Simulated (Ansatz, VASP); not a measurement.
One calculation of SnTe, two programs

Contents of INCAR:

```
SYSTEM = SnTe
  PREC = Accurate
  ENCUT = 520
  EDIFF = 1E-6
  ISMEAR = 0
  SIGMA = 0.05
  LREAL = .FALSE.
  LASPH = .TRUE.
  NELM = 100
  ALGO = Normal
  ISIF = 2
  LWAVE = .FALSE.
  LCHARG = .FALSE.
  GGA = CA
  NBANDS = 17
```

The input KPOINTS:

```
Automatic mesh
0
G
  6 6 6
  0 0 0
```

File POSCAR:

```
SnTe
1.0
    0.0000000000      3.1368475356      3.1368475356
    3.1368475356      0.0000000000      3.1368475356
    3.1368475356      3.1368475356      0.0000000000
Sn Te
1 1
Direct
    0.5000000000      0.5000000000      0.5000000000
    0.0000000000      0.0000000000      0.0000000000
```

Input for Ansatz:

```yaml
crystal:
  lattice:
    - [0.0, 3.1368475356, 3.1368475356]
    - [3.1368475356, 0.0, 3.1368475356]
    - [3.1368475356, 3.1368475356, 0.0]
  atoms:
    - { symbol: Sn, position: [0.5, 0.5, 0.5] }
    - { symbol: Te, position: [0.0, 0.0, 0.0] }
basis:
  ecutwfc: 420
  ecutrho_ratio: 4
kpoints:
  mp_grid: { grid: [6, 6, 6] }
hamiltonian:
  xc: lda
scf:
  occupations: { method: gaussian, width: 0.05 }
output:
  forces: true
  stress: true
  eigenvalues: true
```

Alike in both runs: task single point; functional LDA; k mesh 6 × 6 × 6; occupations gaussian, width 0.05 eV; no spin polarisation.

```csv
,VASP,Ansatz
version,VASP 6.6.1,Ansatz 0.2.0
potentials or method,"VASP PAW LDA potentials, release 64 (Sn_d, Te)","scalar-relativistic, plane waves, PAW"
plane-wave cutoff (eV),520,420
valence electrons in the cell,20,30
```

```csv
,VASP,Ansatz,Ansatz less VASP
gap on the k mesh at the Fermi level (eV),0.16,0.14,-0.013
least direct gap on the mesh (eV),0.16,0.14,-0.013
pressure (GPa),-0.9,-1.0,-0.04
```

The two sets of potentials don't hold the same shells in valence.

Caveats: spin-orbit coupling is left out, which moves the levels of the heavy elements.
